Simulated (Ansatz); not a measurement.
The system is Nb.

```
Nb
1.0
     2.71964    0.00000    0.00000
     0.00000    2.71964    0.00000
     0.00000    0.00000    2.71964
Nb
1
Direct
  0.50000 0.50000 0.50000
```

The cell was built by a generator and needn't be a form met in nature.

```yaml
Program: Ansatz 0.2.0
Task: single point
Functional: PBE
Potentials_or_basis: Ansatz PAW
Cutoff: "420 eV (not typed: the program's choice for these potentials)"
k_mesh: 10 × 10 × 10
Occupations: fermi-dirac, width 0.05 eV
Spin: no spin polarisation
```

On this cell: pressure 0.5 GPa; band gap on the k mesh none (metal or under the smearing width).

The same run follows on a disturbed copy (cell strained at random at fixed volume):

```xyz
1
Lattice="2.7124 -0.0183 -0.0225 -0.0183 2.7432 -0.0074 -0.0225 -0.0074 2.7038" Properties=species:S:1:pos:R:3 pbc="T T T"
Nb    1.3742    1.3658    1.3943
```

**Question.** What changes?

**Answer.** The energy (extrapolated to zero smearing) moves by -4.5 meV/atom; pressure 0.5 GPa; band gap on the k mesh none (metal or under the smearing width).

Stress tensor (GPa, compression positive):
```
 0.51 -1.69 -2.10
-1.69  0.25 -0.71
-2.10 -0.71  0.68
```

The energy falls, though the first cell shows no forces: that form is unstable against this distortion, unless noise or another electronic state is at work.
